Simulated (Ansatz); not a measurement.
## Quasiparticle gap of InGaP2 (ordered model alloy, started on the GaP lattice) (Ima2)

How far does one-shot GW move the LDA gap of InGaP2 (ordered model alloy, started on the GaP lattice) (Ima2)?

Program: Ansatz 0.2.0. Level of theory: LDA, then G0W0 on it, plane waves, PAW. Results are calculated unless marked as measured.

Most raw output is cut from this account.

### Step 1. The structure

It takes space group Ima2 (No. 46, orthorhombic). Conventional cell: a = 7.936 Å, b = 7.949 Å, c = 11.208 Å, α = 90.00°, β = 90.00°, γ = 90.00°. Ga has 4 P at 2.32 to 2.40 Å nearest. Nearest to In lie 4 P at 2.47 to 2.50 Å. Nearest to In lie 4 P at 2.48 to 2.52 Å. Nearest to Ga lie 4 P at 2.36 to 2.40 Å. P has 1 Ga at 2.32 Å and 3 In at 2.47 to 2.48 Å nearest. Nearest to P lie 2 Ga at 2.36 Å and 2 In at 2.50 Å. It derives from GaP. Farther neighbours are not listed.

The structure was relaxed with LDA. The runs that relaxed it are not among those shown.

The logs state that the PAW files were generated under PBE.

### Step 2. Bands along the symmetry lines

Levels along a band path and on the mesh show where this functional puts the band edges.

This step: DFT, LDA, plane waves, PAW; PAW set soft_1.

The input, input.yaml:

```yaml
crystal:
  lattice:
    - [-0.0047183935, 5.6039885875, -5.6162220775]
    - [5.6162220775, 5.6039885875, 0.0047183935]
    - [5.611503684, 0.0, -5.611503684]
  atoms:
    - { symbol: Ga, position: [0.0002668062, -0.0007024568, 0.0002178253] }
    - { symbol: In, position: [0.000903567, 0.500903567, -0.000903567] }
    - { symbol: In, position: [0.4994471385, 0.500657247, -5.21927e-05] }
    - { symbol: Ga, position: [0.500055848, 5.5848e-05, -5.5848e-05] }
    - { symbol: In, position: [0.000903567, 0.500903567, 0.499096433] }
    - { symbol: In, position: [0.000657247, -0.0005528615, 0.4999478073] }
    - { symbol: Ga, position: [0.500055848, 5.5848e-05, 0.499944152] }
    - { symbol: Ga, position: [0.4992975432, 0.5002668062, 0.5002178253] }
    - { symbol: P, position: [0.8810838277, 0.3576572874, 0.8806294424] }
    - { symbol: P, position: [0.8643543157, 0.8856951228, 0.8855263617] }
    - { symbol: P, position: [0.3701530773, 0.8894193656, 0.8702137786] }
    - { symbol: P, position: [0.3856951228, 0.3643543157, 0.8644241998] }
    - { symbol: P, position: [0.8643543157, 0.8856951228, 0.3644241998] }
    - { symbol: P, position: [0.8576572874, 0.3810838277, 0.3806294424] }
    - { symbol: P, position: [0.3856951228, 0.3643543157, 0.3855263617] }
    - { symbol: P, position: [0.3894193656, 0.8701530773, 0.3702137786] }
kpoints:
  mp_grid: { grid: [4, 4, 4] }
  band_path:
    path:
      - [[0.0, 0.0, 0.0], [0.5, 0.0, 0.0]]
      - [[0.0, 0.5, 0.0], [0.0, 0.0, 0.0], [0.0, 0.0, 0.5]]
      - [[0.5, 0.5, 0.5], [0.0, 0.0, 0.0]]
    npoints: 10
hamiltonian:
  xc: lda
  pseudopotentials: { kind: paw, azcp: { folder: soft_1 }, xc_functional: pbe }
scf:
  occupations: { method: fermi_dirac, width: 0.02 }
  n_extra_bands: 9
output:
  eigenvalues: true
  write_density: true
  write_potential: true
  elf: true
  volumetric_format: npy
```

The run is started by

```console
> ansatz run input.yaml --threads 4 --pin off --max-ram 17510MiB --backend cpu --events-out ev --progress --plain --runs-dir out
```

Run time: 42 s. Hardware: 4 threads of Arm Neoverse V1, shared host; peak memory 1.5 GiB; 2.7 min of CPU time.

This step gave:

| Item | Value |
| --- | --- |
| filled bands | 72 |
| gap | 0.7765 eV |
| valence top at | Γ |
| conduction bottom at | Γ |
| least direct gap | 0.7765 eV |

Over mesh and path the gap is 0.776 eV, in a supercell, where edges may be folded.

Electronic bands along the path, in eV, zero at the top of the highest nominally filled band:

| point | band 69 | band 70 | band 71 | band 72 | band 73 | band 74 | band 75 | band 76 |
| --- | --- | --- | --- | --- | --- | --- | --- | --- |
| Γ | -0.89 | -0.09 | -0.02 | 0.00 | 0.78 | 1.09 | 1.30 | 1.36 |
| halfway | -0.99 | -0.96 | -0.22 | -0.21 | 1.23 | 1.64 | 1.73 | 1.75 |
| X | -0.82 | -0.82 | -0.50 | -0.49 | 1.36 | 1.91 | 2.05 | 2.08 |
| jump to Y | -0.82 | -0.82 | -0.50 | -0.49 | 1.36 | 1.91 | 2.05 | 2.08 |
| halfway | -0.99 | -0.96 | -0.22 | -0.21 | 1.23 | 1.64 | 1.73 | 1.75 |
| Γ | -0.89 | -0.09 | -0.02 | 0.00 | 0.78 | 1.09 | 1.30 | 1.36 |
| halfway | -1.00 | -0.90 | -0.27 | -0.21 | 1.34 | 1.57 | 1.72 | 1.82 |
| Z | -0.71 | -0.71 | -0.60 | -0.60 | 1.62 | 1.62 | 2.19 | 2.19 |
| jump to R | -0.71 | -0.71 | -0.60 | -0.60 | 1.62 | 1.62 | 2.19 | 2.19 |
| halfway | -1.00 | -0.90 | -0.27 | -0.21 | 1.34 | 1.57 | 1.72 | 1.82 |
| Γ | -0.89 | -0.09 | -0.02 | 0.00 | 0.78 | 1.09 | 1.30 | 1.36 |

ELF in the ac plane of the conventional cell at fractional y = 0.000, with atoms of In and Ga and P within 0.2 Å of it. It is the smooth field of the valence electrons, not physical close to the nuclei.

Ten even steps from '0' (0.01) to '9' (0.87), each cell a mean:
```
0137888852001378888520
2369857984223698579842
3589401796335894017963
1367523775213675237752
0146888752001468887520
0013566420000135664200
0000122100000001221000
0000000000000000000000
1110000001111100000011
2221000122222210001222
1222101222112221012221
0022333321000223333210
0124788631001247886310
2248978963222489789632
2479513895224795138952
1378412785213784127852
0147888763001478887630
0014677531000146775310
0001232100000012321000
0000000000000000000000
1100000001111000000011
2221000012222210000122
1222101122112221011221
1123444431011234444310
```
Columns run along a (7.9 Å), rows up along c (11.2 Å), edges of the conventional cell, whose origin can differ from the input's. Atoms in or near the plane, at fractional coordinates: In at (0.50, 0.50), Ga at (0.00, 0.00), In at (0.00, 0.50), Ga at (0.50, 0.00), P at (0.75, 0.37), P at (0.25, 0.88), P at (0.25, 0.37), P at (0.75, 0.88).

Electrostatic potential energy in the ac plane of the conventional cell at fractional y = 0.000, with atoms of In and Ga and P within 0.2 Å of it. With pseudopotentials it is smooth inside the atoms' cores, unlike the true potential.

Values in eV, 13 rows by 16 columns, each cell a mean:
```
  6   1   2  -9 -12   0   0   5   6   1   2  -9 -12   0   0   5
  7   7  -9 -40 -41 -22   5   8   7   7  -9 -40 -41 -22   5   8
 11  10   6  -6  -9   2   9  11  11  10   6  -6  -9   2   9  11
 11  11  11  10  10  11  11  11  11  11  11  10  10  11  11  11
  9  10  11  11  11  11  10   9   9  10  11  11  11  11  10   9
-17  -7   7  10  10   8  -1 -15 -17  -7   7  10  10   8  -1 -15
-31 -24   2   8   8   5 -15 -30 -31 -24   2   8   8   5 -15 -30
 -9  -1  -3 -25 -29 -10   1  -7  -9  -1  -3 -25 -29 -10   1  -7
 10   9  -5 -33 -36 -15   7  10  10   9  -5 -33 -36 -15   7  10
 12  11   9   6   5   8  11  12  12  11   9   6   5   8  11  12
 11  11  11  11  11  11  11  11  11  11  11  11  11  11  11  11
  5   7  10  11  11  10   9   5   5   7  10  11  11  10   9   5
  9   1   5  10  10   8   0   8   9   1   5  10  10   8   0   8
```
Columns run along a (7.9 Å; values clipped at the 3rd and 97th percentile), rows up along c (11.2 Å), edges of the conventional cell, whose origin can differ from the input's. Atoms in or near the plane, at fractional coordinates: In at (0.50, 0.50), Ga at (0.00, 0.00), In at (0.00, 0.50), Ga at (0.50, 0.00), P at (0.75, 0.37), P at (0.25, 0.88), P at (0.25, 0.37), P at (0.75, 0.88).

### Step 3. One-shot GW

G0W0 replaces the xc potential by a self-energy built once from the orbitals of the start. Levels are corrected in the window of bands that the input names, at points of the mesh.

This step: G0W0 on LDA, plane waves, PAW; PAW set soft_1.

Edit input.yaml of step 2 so:

```diff
@@ -23,9 +23,3 @@
 kpoints:
-  mp_grid: { grid: [4, 4, 4] }
-  band_path:
-    path:
-      - [[0.0, 0.0, 0.0], [0.5, 0.0, 0.0]]
-      - [[0.0, 0.5, 0.0], [0.0, 0.0, 0.0], [0.0, 0.0, 0.5]]
-      - [[0.5, 0.5, 0.5], [0.0, 0.0, 0.0]]
-    npoints: 10
+  mp_grid: { grid: [2, 2, 2] }
 hamiltonian:
@@ -34,9 +28,8 @@
 scf:
-  occupations: { method: fermi_dirac, width: 0.02 }
-  n_extra_bands: 9
-output:
-  eigenvalues: true
-  write_density: true
-  write_potential: true
-  elf: true
-  volumetric_format: npy
+  occupations: { method: fixed }
+gw:
+  n_empty_bands: 989
+  ecut_chi: 115.0
+  qp_bands: [v4, c4]
+  qp_kpoints: band_edges
+  screening: { model: contour_deformation }
```

Elapsed: 9.8 min, on 4 threads; peak memory 8.3 GiB.

Numbers from this step:

```yaml
bands_summed: 1061
rpa_eps_infinity_on_this_mesh_eigenvalues: 29.75, 31.97, 33.65
plane_waves_in_the_screening_matrix: 965
q_points_in_the_mesh: 8
g0w0_gap_over_the_corrected_points: 1.530 eV
k_of_the_valence_top: 0, 0, 0
k_of_the_conduction_bottom: 0, 0, 0
starting_gap_on_the_mesh: 0.7593 eV
z_at_the_valence_top: 0.7471
z_at_the_conduction_bottom: 0.7603
least_direct_g0w0_gap_over_the_corrected_points: 1.530 eV
```

Over all 5 irreducible mesh points the G0W0 gap is 1.530 eV, in a supercell, where edges may be folded. The LDA gap of this run on the mesh is 0.759 eV. The two states that bound the G0W0 gap lie that far apart at the start, so the correction of the gap is 1.530 − 0.759 = +0.771 eV. The start of this run differs from the step before in mesh (4×4×4 and 2×2×2).

Labels follow the order of the start: v1 is the top filled band, c1 the lowest empty one; levels that stay degenerate share a row, the window can cut a multiplet, doubted levels are not marked in this list, bands outside the window were not corrected, and the list may be a part of the corrected levels. The levels before and after the correction (eV, zero at the valence-band top of each column):

|  | conduction bottom | valence top |
| --- | --- | --- |
| Kohn-Sham | 0.76 | 0.00 |
| G0W0 | 1.53 | 0.00 |

|  | level | occupation | energy (eV) |
| --- | --- | --- | --- |
| Kohn-Sham | Γ v4 | 2 | -0.892 |
| Kohn-Sham | Γ v3 | 2 | -0.094 |
| Kohn-Sham | Γ v2 | 2 | -0.020 |
| Kohn-Sham | Γ v1 | 2 | 0.000 |
| Kohn-Sham | Γ c1 | 0 | 0.759 |
| Kohn-Sham | Γ c2 | 0 | 1.061 |
| Kohn-Sham | Γ c3 | 0 | 1.274 |
| Kohn-Sham | Γ c4 | 0 | 1.330 |
| G0W0 | Γ v4 | 2 | -0.928 |
| G0W0 | Γ v3 | 2 | -0.089 |
| G0W0 | Γ v2 | 2 | -0.019 |
| G0W0 | Γ v1 | 2 | 0.000 |
| G0W0 | Γ c1 | 0 | 1.530 |
| G0W0 | Γ c2 | 0 | 1.739 |
| G0W0 | Γ c3 | 0 | 1.965 |
| G0W0 | Γ c4 | 0 | 1.876 |

The parts of the quasiparticle energy for the two states that bound the G0W0 gap, in eV on the run's own scale (QP = start + Σx + Σc − Vxc, with Σc at the quasiparticle energy):

| edge | k | band | start | Σx | Σc | Vxc | Z | QP |
| --- | --- | --- | --- | --- | --- | --- | --- | --- |
| valence top | Γ | 72 | 7.251 | −17.193 | 1.366 | −15.547 | 0.747 | 6.971 |
| conduction bottom | Γ | 73 | 8.010 | −10.031 | −4.161 | −14.683 | 0.760 | 8.501 |

### Step 4. Spin-orbit coupling

This run has two-component orbitals with spin-orbit coupling.

This step: DFT, LDA with spin-orbit coupling, plane waves, PAW; PAW set soft_1.

Edit input.yaml of step 3 so:

```diff
@@ -23,13 +23,21 @@
 kpoints:
-  mp_grid: { grid: [2, 2, 2] }
+  mp_grid: { grid: [4, 4, 4] }
+  band_path:
+    path:
+      - [0.0, 0.0, 0.0]
+      - [0.5, 0.0, 0.0]
+      - [0.0, 0.5, 0.0]
+      - [0.0, 0.0, 0.5]
+      - [0.5, 0.5, 0.5]
+    npoints: 1
 hamiltonian:
   xc: lda
-  pseudopotentials: { kind: paw, azcp: { folder: soft_1 }, xc_functional: pbe }
+  pseudopotentials: { kind: paw_fr, azcp: { folder: soft_1 }, xc_functional: pbe }
 scf:
-  occupations: { method: fixed }
-gw:
-  n_empty_bands: 989
-  ecut_chi: 115.0
-  qp_bands: [v4, c4]
-  qp_kpoints: band_edges
-  screening: { model: contour_deformation }
+  occupations: { method: fermi_dirac, width: 0.02 }
+  n_extra_bands: 18
+magnetization:
+  noncollinear: true
+  spin_orbit: true
+output:
+  eigenvalues: true
```

Run time: 3.6 min. Hardware: 4 threads; peak memory 4.8 GiB; 14 min of CPU time.

This step gave:

```
gap                  : 0.7505 eV
valence top at       : Γ
conduction bottom at : Γ
least direct gap     : 0.7505 eV
```

Over mesh and listed points the gap is 0.751 eV, in a supercell, where edges may be folded. LDA+SOC against LDA: 0.751 − 0.776 = −0.025 eV, with the same mesh, set of files (read in its fully relativistic form for the spin-orbit run) and cutoff, and both edges at the same k points. The spin-orbit run sees mesh and listed points alone, so its gap is an upper bound: the coupling can move an edge off these points, the more so as this crystal has no centre of inversion, and the change over the zone, its sign included where it is small, is not known.

### Step 5. Side by side

Each gap is the least one over the points named; times are wall times on shared hosts, not benchmarks. A G0W0 time includes the run's own self-consistent start. Runs with listed points see these and the mesh alone, so an edge that moves elsewhere is missed. Rows marked * are further runs, not shown as steps, whose inputs differ from the G0W0 step on the same start in the columns given; solver thresholds can differ too.

| level | mesh | files, cutoff | bands summed, screening | points | gap (eV) | valence top | conduction bottom | least direct gap (eV) | time |
| --- | --- | --- | --- | --- | --- | --- | --- | --- | --- |
| LDA | 4×4×4 | soft_1 PAW, 420 eV | - | mesh and path | 0.776 | Γ | Γ | 0.776 | 42 s |
| LDA+SOC | 4×4×4 | soft_1 PAW, 420 eV | - | mesh and listed points | 0.751 | Γ | Γ | 0.751 | 3.6 min |
| G0W0@LDA* | 2×2×2 | soft_1 PAW, 420 eV | 322, 46 eV | all 5 irreducible mesh points | 1.559 | Γ | Γ | 1.559 | 60 s |
| G0W0@LDA | 2×2×2 | soft_1 PAW, 420 eV | 1061, 115 eV | all 5 irreducible mesh points | 1.530 | Γ | Γ | 1.530 | 9.8 min |

### Step 6. Summary of results

```
LDA gap over mesh and path                      : 0.776 eV, in a supercell, where edges may be folded
G0W0@LDA gap over all 5 irreducible mesh points : 1.530 eV, in a supercell, where edges may be folded
LDA+SOC gap over mesh and listed points         : 0.751 eV
GW settings                                     : 2×2×2 mesh, 989 empty bands, screening to 115 eV, PAW set soft_1 files
known limits                                    : finite bands, screening cutoff and k mesh; no spin-orbit coupling in G0W0; d shells not analysed; large ε∞ on the G0W0 mesh
```

Over all 5 irreducible mesh points the G0W0 gap is 1.530 eV, in a supercell, where edges may be folded. The LDA gap of this run on the mesh is 0.759 eV. The two states that bound the G0W0 gap lie that far apart at the start, so the correction of the gap is 1.530 − 0.759 = +0.771 eV. The valence state moves by 6.971 − 7.251 = −0.280 eV and the conduction state by 8.501 − 8.010 = +0.491 eV, on the run's own scale; with 322 bands the edge states move by +0.207 and +1.006 eV, so the split between the edges depends on the bands and cutoff. No level off the mesh was corrected, so the G0W0 gap over the whole zone is not known from these runs. From 322 bands and 46 eV to 1061 bands and 115 eV the gap moves by 1.530 − 1.559 = −0.029 eV; bands and screening cutoff rise together, so their parts are not told apart. Two runs can't test a law of convergence, so the limit is not known. LDA+SOC against LDA: 0.751 − 0.776 = −0.025 eV, with the same mesh, set of files (read in its fully relativistic form for the spin-orbit run) and cutoff, and both edges at the same k points. The spin-orbit run sees mesh and listed points alone, so its gap is an upper bound: the coupling can move an edge off these points, the more so as this crystal has no centre of inversion, and the change over the zone, its sign included where it is small, is not known. What spin-orbit coupling does to the G0W0 levels was not computed, so no sum with the G0W0 gap is formed. The G0W0 runs are scalar-relativistic. One-shot GW is known to converge slowly in bands for compounds with shallow d shells. The cell holds Ga and In; the filling of the d shell and its place against the gap were not analysed here. The largest eigenvalue of the RPA ε∞ is large: 34 in G0W0@LDA (2×2×2, 1061 bands) and 34 in G0W0@LDA (2×2×2, 322 bands). A coarse mesh can overstate it where a direct gap is narrow; the runs shown don't test that. No pair of G0W0 runs that differ in the mesh alone is shown (2×2×2 is a supercell whose nearest images lie 16 Å apart), so the error from the mesh is not known here. G0W0 is shown with one set of atomic data (soft_1 PAW), so the error from the files is not known here.

[Paths, hosts, dates, memory and timing lines, banners, echoed tables and standing remarks are left out of the program output.]

[Logs are printed without paths, hosts, clocks, repeated set-up lines and the standing remarks that a program may print on its own settings, such as how far it seeks lower states.]

[Runs of the session that timed out or met a known fault of the program may be left out.]

[Cells called generated may have been cut or substituted from an entry of the Crystallography Open Database or the Materials Project.]

[Hosts, paths, dates, database ids (printed as entryN), source tags and the programs' standing remarks are cut or masked in the printed files.]

[Where an RPA ε∞ is given, it is that of the G0W0 mesh and is not shown converged in it. Names of k-points follow the symmetry that the program found, which can be lower than the space group named. Band edges on a path are those of the sampled points; other points can move an edge, and change direct to indirect where valleys lie close.]

[Hybrid gaps are those of their k-mesh and are not shown converged in it.]
